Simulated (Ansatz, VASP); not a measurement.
**One calculation of HfN, two programs**

File INCAR:

```
SYSTEM = HfN
PREC = Accurate ; ENCUT = 520
EDIFF = 1E-6 ; ISMEAR = -1
SIGMA = 0.05 ; LREAL = .False.
LASPH = .True. ; NELM = 100
ALGO = Normal ; ISIF = 2
LWAVE = .False. ; LCHARG = .False.
GGA = PE ; NBANDS = 14
```

File KPOINTS:

```
Automatic mesh
0
Gamma
  9 9 9
  0 0 0
```

File POSCAR:

```
HfN
1.0
    2.8250300000      0.0000000000      0.0000000000
    0.0000000000      2.8250300000      0.0000000000
    0.0000000000      0.0000000000      2.8250300000
Hf N
1 1
Direct
    0.5054140000      0.4961460000      0.4953520000
   -0.0141750000      0.0080480000     -0.0170440000
```

input.yaml

```yaml
crystal:
  lattice:
    - [2.82503, 0.0, 0.0]
    - [0.0, 2.82503, 0.0]
    - [0.0, 0.0, 2.82503]
  atoms:
    - { symbol: Hf, position: [0.505414, 0.496146, 0.495352] }
    - { symbol: "N", position: [-0.014175, 0.008048, -0.017044] }
hamiltonian:
  xc: pbe
  pseudopotentials: { kind: paw }
kpoints:
  mp_grid: { grid: [9, 9, 9] }
scf:
  occupations: { method: fermi_dirac, width: 0.05 }
output:
  forces: true
  stress: true
  eigenvalues: true
```

Change from the starting cell: atoms moved at random, drawn with an rms of 0.05 Å.

Alike in both runs: task single point; functional PBE; k mesh 9 × 9 × 9; occupations fermi-dirac, width 0.05 eV; no spin polarisation.

|  | VASP | Ansatz |
| --- | --- | --- |
| version | VASP 6.6.1 | Ansatz 0.2.0 |
| potentials or method | VASP PAW PBE potentials, release 64 (Hf_pv, N) | Ansatz PAW |
| plane-wave cutoff (eV) | 520 | 420 |
| valence electrons in the cell | 15 | 31 |

VASP gave:

```
gap on the k mesh at the Fermi level (eV)       : none
pressure (GPa)                                  : -2.0
largest component of the traceless stress (GPa) : 0.45
rms of the force components (eV/Å)              : 0.120
```

Which values does Ansatz return?

gap on the k mesh at the Fermi level (eV): none; pressure (GPa): 0.6; largest component of the traceless stress (GPa): 0.46; rms of the force components (eV/Å): 0.122.

Atom by atom the forces differ by 0.002 eV/Å (rms over components). A gap of «none» marks a metal or a gap that the smearing closes. The two sets of potentials don't hold the same shells in valence.

Caveats: the pressure holds a Pulay correction of +0.4 GPa for the finite cutoff (Ansatz). Spin-orbit coupling is left out, which matters for the levels of Hf.
